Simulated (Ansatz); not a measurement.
Free-standing chains of the atoms of Sr, named by their start (strip: triangular double chain, ladder: square double chain); atoms and period are relaxed, and energies count from relaxed bulk Sr (Fm-3m, 54.70 Å³/atom, gap on the mesh 0.00 eV).

Method: Ansatz 0.2.0, DFT PBE, scalar-relativistic, plane waves, PAW.

Cutoff 420 eV, Gaussian smearing of 0.05 eV, energies at zero smearing, symmetry of each start kept, collinear spin where a moment is listed.

```json
{"start": "linear chain", "atoms": "1", "k mesh": "1×1×17", "excess energy (eV per host atom)": "1.298", "period (Å)": "4.517", "gap on the mesh (eV)": "0.51", "highest filled level or Fermi level under vacuum (eV)": "2.65"}
{"start": "dimerised chain", "atoms": "2", "k mesh": "1×1×9", "excess energy (eV per host atom)": "1.299", "period (Å)": "9.052", "gap on the mesh (eV)": "0.36", "highest filled level or Fermi level under vacuum (eV)": "-"}
{"start": "zigzag chain*", "atoms": "2", "k mesh": "1×1×10", "excess energy (eV per host atom)": "1.061", "period (Å)": "4.373", "gap on the mesh (eV)": "0.17", "highest filled level or Fermi level under vacuum (eV)": "-"}
{"start": "ladder chain", "atoms": "4", "k mesh": "1×1×9", "excess energy (eV per host atom)": "1.138", "period (Å)": "8.550", "gap on the mesh (eV)": "0.12", "highest filled level or Fermi level under vacuum (eV)": "-"}
{"start": "strip chain", "atoms": "2", "k mesh": "1×1×16", "excess energy (eV per host atom)": "1.014", "period (Å)": "4.350", "gap on the mesh (eV)": "0.19", "highest filled level or Fermi level under vacuum (eV)": "-"}
```

Zero in every row: size of the moment (μB per cell).

* ends far from its start.

An odd mesh misses points on the zone edge, so a gap read on it can be too wide.

Gaps under about 0.2 eV rest on few k points and may close between them. The vacuum is thin at the end. Each run keeps its start's symmetry and one magnetic start, so lower states can exist. Rows stand on unlike meshes and boxes, so starts that end alike can differ by a few hundredths of an eV per atom.

Cost: 5 runs of about 14 core-minutes in all, on Arm Neoverse V1 (shared hosts).